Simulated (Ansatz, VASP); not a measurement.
Two plane-wave programs on FeSi

Contents of INCAR:

```
  PREC = Accurate
  ENCUT = 520
  EDIFF = 1E-7
  ISMEAR = 0
  SIGMA = 0.05
  LREAL = False
  LASPH = True
  NELM = 80
  ALGO = Normal
  ISIF = 2
  LWAVE = False
  LCHARG = False
  GGA = PE
  NBANDS = 13
```

KPOINTS

```
regular mesh
0
Gamma
  16 16 16
```

The input POSCAR:

```
FeSi
1.0
    2.7634453610      0.0000000000      0.0000000000
    0.0000000000      2.7634453610      0.0000000000
    0.0000000000      0.0000000000      2.7634453610
Fe Si
1 1
Direct
    0.5000000000      0.5000000000      0.5000000000
    0.0000000000      0.0000000000      0.0000000000
```

Input for Ansatz:

```yaml
crystal:
  lattice:
    - [2.763445361, 0.0, 0.0]
    - [0.0, 2.763445361, 0.0]
    - [0.0, 0.0, 2.763445361]
  atoms:
    - { symbol: Fe, position: [0.5, 0.5, 0.5] }
    - { symbol: Si, position: [0.0, 0.0, 0.0] }
basis:
  ecutwfc: 420
  ecutrho_ratio: 4
kpoints:
  mp_grid: { grid: [16, 16, 16] }
hamiltonian:
  xc: pbe
scf:
  occupations: { method: gaussian, width: 0.05 }
output:
  forces: true
  stress: true
  eigenvalues: true
```

Alike in both runs: task single point; functional PBE; k mesh 16 × 16 × 16; occupations gaussian, width 0.05 eV; no spin polarisation.

|  | VASP | Ansatz |
| --- | --- | --- |
| version | VASP 6.6.1 | Ansatz 0.2.0 |
| potentials or method | VASP PAW PBE potentials, release 64 (Fe, Si) | scalar-relativistic, plane waves, PAW |
| plane-wave cutoff (eV) | 520 | 420 |
| valence electrons in the cell | 12 | 20 |

```csv
,VASP,Ansatz,Ansatz less VASP
gap on the k mesh at the Fermi level (eV),none,none,-
pressure (GPa),-1.0,-1.2,-0.19
```

A gap of «none» marks a metal or a gap that the smearing closes. The functional is the same, so the differences come from potentials, cutoffs and numerics. The two sets of potentials don't hold the same shells in valence.

Spin polarisation is off, so any magnetic state and its effect on volume and gap are missing.
